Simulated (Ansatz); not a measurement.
Crystal: As.

```
CELL_PARAMETERS angstrom
1.82500 -5.50000 0.00000
1.82500 5.50000 0.00000
0.00000 0.00000 4.47000
ATOMIC_POSITIONS crystal
As 0.39000 0.61000 0.56000
As 0.89000 0.11000 0.94000
As 0.61000 0.39000 0.44000
As 0.11000 0.89000 0.06000
```

This isn't the form of As at room conditions, which is rhombohedral.

| Quantity | Value |
| --- | --- |
| Program | Ansatz 0.2.0 |
| Task | single point |
| Functional | PBE |
| Potentials or basis | Ansatz PAW |
| Cutoff | 420 eV (not typed: the program's choice for these potentials) |
| k mesh | 8 × 8 × 6 |
| Occupations | fermi-dirac, width 0.05 eV |
| Spin | no spin polarisation |

On this cell: pressure 3.0 GPa; largest force 0.129 eV/Å; band gap on the k mesh 0.08 eV, indirect (least direct gap 0.15 eV).

The same run follows on a disturbed copy (atoms moved at random, drawn with an rms of 0.05 Å):

```xyz
4
Lattice="1.8250 -5.5000 0.0000 1.8250 5.5000 0.0000 0.0000 0.0000 4.4700" Properties=species:S:1:pos:R:3 pbc="T T T"
As    1.7862    1.2539    2.4972
As    1.8101   -4.2969    4.2003
As    1.8447   -1.2418    1.9649
As    1.8373    4.2801    0.2545
```

Question: What does the disturbed cell give?

Answer: The energy moves by +3.6 meV/atom; pressure 2.1 GPa; largest force 0.399 eV/Å; band gap on the k mesh none (metal or under the smearing width).

Forces on the atoms (eV/Å):
```
As   0.195 -0.340  0.074
As  -0.102  0.136 -0.044
As  -0.090  0.343 -0.143
As  -0.003 -0.139  0.113
```

Stress tensor (GPa, compression positive):
```
 3.48  0.46 -0.48
 0.46  1.17  0.11
-0.48  0.11  1.53
```
